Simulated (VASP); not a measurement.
# BaTiO3 (P4mm) in VASP: notebook, part 2 of 2

VASP 6.6.1. The steps go on from the part before.

**4. Relaxation of cell and atoms, PBE+D3(BJ)**

Input file INCAR:

```
SYSTEM = BaTiO3
PREC = Accurate ; ENCUT = 600
EDIFF = 1E-6 ; ISMEAR = 0
SIGMA = 0.02 ; LREAL = .False.
LASPH = .True. ; NELM = 100
ALGO = Normal ; ISIF = 3
LWAVE = .False. ; LCHARG = .False.
GGA = PE ; IVDW = 12
IBRION = 2 ; NSW = 40
EDIFFG = -0.005 ; KPAR = 2
```

Input file KPOINTS:

```
regular mesh
0
Gamma
  6 6 6
  0 0 0
```

Input file POSCAR:

```
BaTiO3
1.0
    3.9998000000      0.0000000000      0.0000000000
    0.0000000000      3.9998000000      0.0000000000
    0.0000000000      0.0000000000      4.0180000000
Ba Ti O
1 1 3
Direct
    0.0000000000      0.0000000000      0.0000000000
    0.5000000000      0.5000000000      0.4900000000
    0.0000000000      0.5000000000      0.5170000000
    0.5000000000      0.0000000000      0.5170000000
    0.5000000000      0.5000000000      0.0190000000
```

Potentials or basis: VASP PAW PBE potentials, release 64 (Ba_sv, Ti_sv, O).

Launch:

```sh
$ cat potpaw_PBE.64/Ba_sv/POTCAR potpaw_PBE.64/Ti_sv/POTCAR potpaw_PBE.64/O/POTCAR > POTCAR
$ mpirun -np 2 vasp_std > vasp.out
```

OUTCAR:

```text
SYSTEM = BaTiO3
   PREC = Accurate
   ENCUT = 600
   EDIFF = 1E-6
   ISMEAR = 0
   LREAL = .False.
   LASPH = .True.
   NELM = 100
   ISIF = 3
   GGA = PE
   IVDW = 12
   IBRION = 2
   NSW = 40
   EDIFFG = -0.005
 IVDW          = 12

 ion  position               nearest neighbor table
   1  0.000  0.000  0.000-   3 2.79   4 2.79   3 2.79   4 2.79   5 2.83   5 2.83   5 2.83   5 2.83
                             4 2.88   3 2.88   4 2.88   3 2.88   2 3.45   2 3.45   2 3.45   2 3.45
   2  0.500  0.500  0.490-   5 1.89   4 2.00   3 2.00   4 2.00   3 2.00   5 2.13   1 3.45   1 3.45
                             1 3.45   1 3.45   1 3.49   1 3.49   1 3.49   1 3.49
   3  0.000  0.500  0.517-   2 2.00   2 2.00   1 2.79   1 2.79   1 2.88   1 2.88
   4  0.500  0.000  0.517-   2 2.00   2 2.00   1 2.79   1 2.79   1 2.88   1 2.88
   5  0.500  0.500  0.019-   2 1.89   2 2.13   1 2.83   1 2.83   1 2.83   1 2.83

  LATTYP: Found a simple tetragonal cell.
 ALAT       =     3.9998000000
 C/A-ratio  =     1.0045502275

  Lattice vectors:

 A1 = (   3.9998000000,   0.0000000000,   0.0000000000)
 A2 = (   0.0000000000,   3.9998000000,   0.0000000000)
 A3 = (   0.0000000000,   0.0000000000,   4.0180000000)

Analysis of symmetry for initial positions (statically):
=====================================================================
 Subroutine PRICEL returns:
 Original cell was already a primitive cell.

 Routine SETGRP: Setting up the symmetry group for a
 simple tetragonal supercell.

 Subroutine GETGRP returns: Found  8 space group operations
 (whereof  8 operations were pure point group operations)
 out of a pool of 16 trial point group operations.

The static configuration has the point symmetry C_4v.

Analysis of symmetry for dynamics (positions and initial velocities):
=====================================================================
 Subroutine PRICEL returns:
 Original cell was already a primitive cell.

 Routine SETGRP: Setting up the symmetry group for a
 simple tetragonal supercell.

 Subroutine GETGRP returns: Found  8 space group operations
 (whereof  8 operations were pure point group operations)
 out of a pool of 16 trial point group operations.

The dynamic configuration has the point symmetry C_4v.

 Subroutine INISYM returns: Found  8 space group operations
 (whereof  8 operations are pure point group operations),
 and found     1 'primitive' translations

----------------------------------------------------------------------------------------

                                     Primitive cell

  volume of cell :      64.2816

  direct lattice vectors                    reciprocal lattice vectors
     3.999800000  0.000000000  0.000000000     0.250012501  0.000000000  0.000000000
     0.000000000  3.999800000  0.000000000     0.000000000  0.250012501  0.000000000
     0.000000000  0.000000000  4.018000000     0.000000000  0.000000000  0.248880040

  length of vectors
     3.999800000  3.999800000  4.018000000     0.250012501  0.250012501  0.248880040

  position of ions in fractional coordinates (direct lattice)
     0.000000000  0.000000000  0.000000000
     0.500000000  0.500000000  0.490000000
     0.000000000  0.500000000  0.517000000
     0.500000000  0.000000000  0.517000000
     0.500000000  0.500000000  0.019000000

  ion indices of the primitive-cell ions
   primitive index   ion index
                 1           1
                 2           2
                 3           3
                 4           4
                 5           5

[... 25 lines left out ...]

 Following reciprocal coordinates:
            Coordinates               Weight
  0.000000  0.000000  0.000000      1.000000
  0.166667  0.000000  0.000000      4.000000
  0.333333  0.000000  0.000000      4.000000
  0.500000  0.000000  0.000000      2.000000
  0.166667  0.166667  0.000000      4.000000
  0.333333  0.166667  0.000000      8.000000
[... 16 lines left out ...]
  0.333333  0.000000  0.333333      8.000000
  0.500000  0.000000  0.333333      4.000000
 [... further k-points ...]
   k-points           NKPTS =     40   k-points in BZ     NKDIM =     40   number of bands    NBANDS=     24
   number of dos      NEDOS =    301   number of ions     NIONS =      5
   total plane-waves  NPLWV =  32768
   dimension x,y,z NGX =    32 NGY =   32 NGZ =   32
   dimension x,y,z NGXF=    64 NGYF=   64 NGZF=   64
   ions per type =               1   1   3
   NGX,Y,Z   is equivalent  to a cutoff of  13.30, 13.30, 13.24 a.u.
   NGXF,Y,Z  is equivalent  to a cutoff of  26.60, 26.60, 26.48 a.u.
 SYSTEM =  BaTiO3
   PREC   = accura    normal or accurate (medium, high low for compatibility)
   ISTART =      0    job   : 0-new  1-cont  2-samecut
   ICHARG =      2    charge: 1-file 2-atom 10-const
   ISPIN  =      1    spin polarized calculation?
   LNONCOLLINEAR =      F non collinear calculations
   LSORBIT =      F    spin-orbit coupling
   LASPH  =      T    aspherical Exc in radial PAW
   ENCUT  =  600.0 eV  44.10 Ry    6.64 a.u.   7.99  7.99  8.02*2*pi/ulx,y,z
   NELM   =    100;   NELMIN=  2; NELMDL= -5     # of ELM steps
   EDIFF  = 0.1E-05   stopping-criterion for ELM
   LREAL  =      F    real-space projection
   EDIFFG = -.5E-02   stopping-criterion for IOM
   NSW    =     40    number of steps for IOM
   IBRION =      2    ionic relax: 0-MD 1-quasi-New 2-CG
   NFREE  =      1    steps in history (QN), initial steepest desc. (CG)
   ISIF   =      3    stress and relaxation
   ISYM   =      2    0-nonsym 1-usesym 2-fastsym
   POTIM  = 0.5000    time-step for ionic-motion
   TEBEG  =    0.0;   TEEND  =   0.0 temperature during run
   PSTRESS=    0.0 pullay stress
   NELECT =      40.0000    total number of electrons
   NUPDOWN=      -1.0000    fix difference up-down
   EMIN   =  10.00;   EMAX   =-10.00  energy-range for DOS
   EFERMI =   0.00;   METHOD = LEGACY
   ISMEAR =     0;   SIGMA  =   0.02  broadening in eV -4-tet -1-fermi 0-gaus
   EFERMI_NEDOS =   21; number of points for ismear=-14 and -15
   IALGO  =     38    algorithm
   IMIX   =      4    mixing-type and parameters
     AMIX     =   0.40;   BMIX     =  1.00
     AMIX_MAG =   1.60;   BMIX_MAG =  1.00
  volume/ion in A,a.u.               =      12.86        86.76
  Fermi-wavevector in a.u.,A,eV,Ry     =   1.397653  2.641181 26.578078  1.953434
  Thomas-Fermi vector in A             =   2.520888
   LORBIT       =      0    0 simple, 1 ext, 2 COOP (PROOUT), +10 PAW based schemes
   GGA     = PE    functional components
   LHFCALC =     F    Hartree Fock is set to
   AEXX    =    0.0000 exact exchange contribution
   IVDW    =    12    specifies the selected vdW correction
   LEPSILON=     F    determine dielectric tensor
   LRPA    =     F    only Hartree local field effects (RPA)
 conjugate gradient relaxation of ions
 non-spin polarized calculation
 Gauss-broadening in eV      SIGMA  =   0.02
  energy-cutoff  :      600.00
  volume of cell :       64.28
 maximum number of plane-waves:      2176
 NGX is ok and might be reduce to    32
   NGX = 15   NGY = 15   NGZ = 17

--------------------------------------- Ionic step        1  -------------------------------------------

 number of electron      39.9999999 magnetization

 Free energy of the ion-electron system (eV)
  ---------------------------------------------------
  ext. energy  EPLUGINS =         0.00000000
  ---------------------------------------------------
  free energy    TOTEN  =       -39.98893963 eV

  energy without entropy =      -39.98893963  energy(sigma->0) =      -39.98893963

------------------------ aborting loop because EDIFF is reached ----------------------------------------

 Edisp (eV)   -1.32131

 E8    (eV) :    -0.6008
[... 114 lines left out ...]
  FREE ENERGIE OF THE ION-ELECTRON SYSTEM (eV)
  ---------------------------------------------------
  free  energy   TOTEN  =       -41.3178281214 eV

  energy  without entropy=      -41.3178281214  energy(sigma->0) =      -41.31782812

[... ionic steps 4 to 11 ...]

--------------------------------------- Ionic step       12  -------------------------------------------

 number of electron      39.9999996 magnetization

------------------------ aborting loop because EDIFF is reached ----------------------------------------
[... 81 lines left out ...]
--------------------------------------- Ionic step       14  -------------------------------------------

 number of electron      39.9999997 magnetization

 Free energy of the ion-electron system (eV)
  ---------------------------------------------------
  ext. energy  EPLUGINS =         0.00000000
  ---------------------------------------------------
  free energy    TOTEN  =       -40.02506474 eV

  energy without entropy =      -40.02506474  energy(sigma->0) =      -40.02506474

 E-fermi :   4.0941     XC(G=0): -11.1491

 val. band max:        3.8345912316   @ k =   0.5000   0.5000   0.5000
 cond. band min:       5.6218747442   @ k =   0.0000   0.0000   0.0000
 fundamental gap:      1.7872835126
 Fermi energy:         4.0941244699

 k-point     1 :       0.0000    0.0000    0.0000
  band No.  band energies     occupation
      1     -52.7764      2.00000
      2     -29.0745      2.00000
      3     -28.9830      2.00000
      4     -28.9830      2.00000
      5     -21.2005      2.00000
      6     -13.1553      2.00000
[... 637 lines left out ...]
     23       7.5385      0.00000
     24       8.6140      0.00000

 [... further k-points ...]

------------------------ aborting loop because EDIFF is reached ----------------------------------------

 Edisp (eV)   -1.30091

 E8    (eV) :    -0.5916
[... 28 lines left out ...]
  FREE ENERGIE OF THE ION-ELECTRON SYSTEM (eV)
  ---------------------------------------------------
  free  energy   TOTEN  =       -41.3259791964 eV

  energy  without entropy=      -41.3259791964  energy(sigma->0) =      -41.32597920

 reached required accuracy - stopping structural energy minimisation
```

OSZICAR:

```text
N       E                     dE             d eps       ncg     rms          rms(c)
DAV:   1     0.489521199211E+03    0.48952E+03   -0.23191E+04  1920   0.200E+03
DAV:   2     0.449966389633E+01   -0.48502E+03   -0.47771E+03  2344   0.521E+02
DAV:   3    -0.483854845028E+02   -0.52885E+02   -0.51099E+02  2792   0.156E+02
[... 122 lines left out ...]
DAV:   1    -0.400249519861E+02    0.66557E-04   -0.55904E-02  2400   0.280E+00    0.113E-01
DAV:   2    -0.400251494756E+02   -0.19749E-03   -0.39118E-03  1968   0.475E-01    0.670E-02
DAV:   3    -0.400250776513E+02    0.71824E-04   -0.26723E-04  2688   0.134E-01    0.279E-02
DAV:   4    -0.400250650093E+02    0.12642E-04   -0.56975E-05  2672   0.668E-02    0.826E-03
DAV:   5    -0.400250647395E+02    0.26985E-06   -0.92761E-06  2504   0.264E-02
  14 F= -.41325979E+02 E0= -.41325979E+02  d E =-.169920E-03
```

CONTCAR:

```text
BaTiO3
   1.00000000000000
     3.9847842447628725    0.0000000000000000    0.0000000000000000
     0.0000000000000000    3.9847842447628725   -0.0000000000000000
     0.0000000000000000   -0.0000000000000000    4.1114052600575972
  Ba              Ti              O
     1     1     3
Direct
     1.0000000000000000    0.0000000000000000    0.9969630329880169
     0.5000000000000000    0.5000000000000000    0.4788123961263292
     1.0000000000000000    0.5000000000000000    0.5175483242492953
     0.5000000000000000    0.0000000000000000    0.5175483242492953
     0.5000000000000000    0.5000000000000000    0.0321279223870694

  0.00000000E+00  0.00000000E+00  0.00000000E+00
  0.00000000E+00  0.00000000E+00  0.00000000E+00
  0.00000000E+00  0.00000000E+00  0.00000000E+00
  0.00000000E+00  0.00000000E+00  0.00000000E+00
  0.00000000E+00  0.00000000E+00  0.00000000E+00
```

Run time: 2.6 min. Hardware: 2 MPI ranks of Intel Xeon Platinum 8488C (Sapphire Rapids), shared host; peak memory 0.24 GiB.

What came out:

* Free energy: -41.3260 eV
* Relaxed volume: 13.06 Å³/atom
* Relaxed cell: a = 3.985 Å, b = 3.985 Å, c = 4.111 Å, α = 90.00°, β = 90.00°, γ = 90.00°
* Space group after relaxing (to 0.05 Å): P4mm (No. 99)
* Energy gained by relaxing: 3.1 meV/atom
* Ionic steps: 14
* Pressure after relaxing: 0.0 GPa
* Largest force after relaxing: 0.004 eV/Å
* Band gap on the k mesh: 1.79 eV, indirect (least direct gap 2.26 eV)
* Dispersion energy per atom: -0.260 eV

Forces on the atoms (eV/Å):
```
Ba   0.000  0.000 -0.004
Ti   0.000  0.000  0.003
O    0.000  0.000  0.000
O    0.000  0.000  0.000
O    0.000  0.000  0.002
```

Step by step:
```csv
step,energy change (eV),largest force (eV/Å),pressure (GPa),volume (Å³)
1,0.0000,0.2792,0.68,64.28
2,-0.0063,0.1923,-0.35,64.79
3,-0.0076,0.1790,-1.06,65.18
4,-0.0110,0.0983,-0.16,64.98
5,-0.0112,0.1002,0.14,64.92
6,-0.0127,0.0783,0.19,64.94
7,-0.0139,0.0749,0.26,64.96
8,-0.0138,0.1179,0.42,65.01
9,-0.0143,0.0836,0.32,64.99
10,-0.0152,0.0663,-0.14,65.25
11,-0.0152,0.0636,-0.31,65.35
12,-0.0155,0.0684,0.10,65.27
13,-0.0156,0.0544,0.02,65.29
14,-0.0157,0.0040,0.01,65.28
```

Final structure:
```
CELL_PARAMETERS angstrom
3.98478 0.00000 0.00000
0.00000 3.98478 0.00000
0.00000 0.00000 4.11141
ATOMIC_POSITIONS crystal
Ba 0.00000 0.00000 0.99696
Ti 0.50000 0.50000 0.47881
O 0.00000 0.50000 0.51755
O 0.50000 0.00000 0.51755
O 0.50000 0.50000 0.03213
```

Caveat: spin-orbit coupling is left out, which moves the levels of the heavy elements. As with any semilocal functional, this PBE gap is likely too small.

**5. The reference run**

An earlier run on the cell as given: functional PBEsol; potentials or basis VASP PAW PBE potentials, release 64 (Ba_sv, Ti_sv, O); cutoff 520 eV; k mesh 7 × 7 × 7; occupations fermi-dirac, width 0.05 eV; no spin polarisation.

* Pressure: -2.0 GPa
* Largest force: 0.323 eV/Å
* Band gap on the k mesh: 1.82 eV, indirect (least direct gap 2.02 eV)

**6. The runs side by side**

```csv
task,level,cell,k mesh,cutoff (eV),smearing,ladder,gap on the mesh (eV),pressure (GPa),relaxed volume (Å³/atom),largest force (eV/Å)
relaxation of cell and atoms,PBE+D4,relaxed,7 × 7 × 7,600,fermi-dirac 0.05 eV,-,1.90,0.0,13.14,0.01
relaxation of cell and atoms,PBE+rVV10,relaxed,7 × 7 × 7,600,fermi-dirac 0.05 eV,-,1.87,0.0,13.21,-
relaxation of cell and atoms,PBE+D3(BJ),relaxed,6 × 6 × 6,600,gaussian 0.02 eV,gaps,1.79,0.0,13.06,-
single point,PBEsol,as given,7 × 7 × 7,520,fermi-dirac 0.05 eV,free,1.82,-2.0,-,0.32
```

Alike in all rows: potentials or basis VASP PAW PBE potentials, release 64 (Ba_sv, Ti_sv, O); no spin polarisation.

Caveats: spin-orbit coupling is left out, which moves the levels of the heavy elements; an odd mesh through Γ misses points on the zone boundary, where band edges often lie (some runs); the PAW data sets were made with another functional, which shifts forces and pressure a little (some runs).

Total energies depend on the potentials used, so only differences within one code and one set of settings carry meaning.
